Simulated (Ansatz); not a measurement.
The system is NbP.

```xyz
4
Lattice="-1.6749 1.6749 5.7401 1.6749 -1.6749 5.7401 1.6749 1.6749 -5.7401" Properties=species:S:1:pos:R:3 pbc="T T T"
Nb    1.6749    0.0000    2.8687
Nb    0.0000    0.0000    5.7387
P     0.0000    1.6749    3.8200
P     0.0000    0.0000    0.9500
```

The cell is a database's computed one.

- Program: Ansatz 0.2.0
- Task: relaxation of cell and atoms
- Functional: PBEsol
- Potentials or basis: Ansatz PAW
- Cutoff: 420 eV (not typed: the program's choice for these potentials)
- k mesh: 11 × 11 × 11
- Occupations: fermi-dirac, width 0.05 eV
- Spin: no spin polarisation
- Hubbard terms: Nb d U = 6 eV

At the start: volume 16.10 Å³/atom.

Problem. How do energy, volume and symmetry change on relaxing?

Solution. It ends after 6 steps and the volume is 15.87 Å³/atom (-1.5 %); space group I4_1md (No. 109, to 0.05 Å).

Step by step:
| step | energy change (eV) | largest force (eV/Å) | volume (Å³) |
| --- | --- | --- | --- |
| 1 | 0.0000 | 0.0836 | 64.41 |
| 2 | -0.0069 | 0.0565 | 62.97 |
| 3 | -0.0124 | 0.0011 | 63.48 |
| 4 | -0.0124 | 0.0009 | 63.47 |
| 5 | -0.0124 | 0.0007 | 63.46 |
| 6 | -0.0123 | 0.0007 | 63.46 |

Final structure:
```yaml
crystal:
  lattice:
    - [-1.66092, 1.66092, 5.75102]
    - [1.66092, -1.66092, 5.75102]
    - [1.66092, 1.66092, -5.75102]
  atoms:
    - { symbol: Nb, position: [0.24935, 0.74935, 0.50000] }
    - { symbol: Nb, position: [0.49935, 0.49935, 0.00000] }
    - { symbol: P, position: [0.83328, 0.33328, 0.50000] }
    - { symbol: P, position: [0.08328, 0.08328, 0.00000] }
```

Caveat: the plane-wave basis is chosen anew once the cell has moved, so the energies of steps on either side of that aren't comparable; U without spin polarisation on a metal has little footing; the PAW data sets come from PBE, with cores solved anew for the run's functional, which leaves a small shift of forces and pressure; the U is typed as a test and isn't derived for this compound.
